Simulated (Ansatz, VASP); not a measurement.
**Te2Mo: VASP beside Ansatz**

File INCAR:

```
  PREC = Accurate
  ENCUT = 520
  EDIFF = 1E-7
  ISMEAR = 0
  SIGMA = 0.015
  LREAL = False
  LASPH = True
  NELM = 80
  ALGO = Fast
  ISIF = 2
  LWAVE = False
  LCHARG = False
  GGA = PE
  NBANDS = 35
```

KPOINTS

```
regular mesh
0
Gamma
  4 8 1
```

POSCAR

```
Te2Mo
1.0
    6.3616090156      0.0000000000      0.0000000000
    0.0000000000      3.4804030600      0.0000000000
   -0.0857412231      0.0000000000     36.1758904685
Te Mo
4 2
Direct
    0.4292511000      0.7500000000      0.5407035800
    0.5707489000      0.2500000000      0.4592964200
    0.9208478700      0.2500000000      0.5565273200
    0.0791521300      0.7500000000      0.4434726800
    0.1813475600      0.2500000000      0.4974653700
    0.8186524400      0.7500000000      0.5025346300
```

The input input.yaml:

```yaml
crystal:
  lattice:
    - [6.3616090156, 0.0, 0.0]
    - [0.0, 3.48040306, 0.0]
    - [-0.0857412231, 0.0, 36.1758904685]
  atoms:
    - { symbol: Te, position: [0.4292511, 0.75, 0.54070358] }
    - { symbol: Te, position: [0.5707489, 0.25, 0.45929642] }
    - { symbol: Te, position: [0.92084787, 0.25, 0.55652732] }
    - { symbol: Te, position: [0.07915213, 0.75, 0.44347268] }
    - { symbol: Mo, position: [0.18134756, 0.25, 0.49746537] }
    - { symbol: Mo, position: [0.81865244, 0.75, 0.50253463] }
hamiltonian:
  xc: pbe
  pseudopotentials: { kind: paw }
kpoints:
  mp_grid: { grid: [4, 8, 1] }
scf:
  occupations: { method: gaussian, width: 0.015 }
output:
  forces: true
  stress: true
  eigenvalues: true
  write_density: true
  write_potential: true
  elf: true
  volumetric_format: npy
```

Alike in both runs: task single point; functional PBE; k mesh 4 × 8 × 1; occupations gaussian, width 0.015 eV; no spin polarisation.

```csv
,VASP,Ansatz
version,VASP 6.6.1,Ansatz 0.2.0
potentials or method,"VASP PAW PBE potentials, release 64 (Te, Mo_sv)",Ansatz PAW
plane-wave cutoff (eV),520,420
valence electrons in the cell,52,92
```

Ansatz gave:

```
gap on the k mesh at the Fermi level (eV) : none
rms of the force components (eV/Å)        : 0.090
```

Q: What did VASP give for the same quantities?

A: gap on the k mesh at the Fermi level (eV): none; rms of the force components (eV/Å): 0.095.

Atom by atom the forces differ by 0.006 eV/Å (rms over components). A gap of «none» marks a metal or a gap that the smearing closes. The two sets of potentials don't hold the same shells in valence.

Spin-orbit coupling is left out, which matters for the levels of Te.
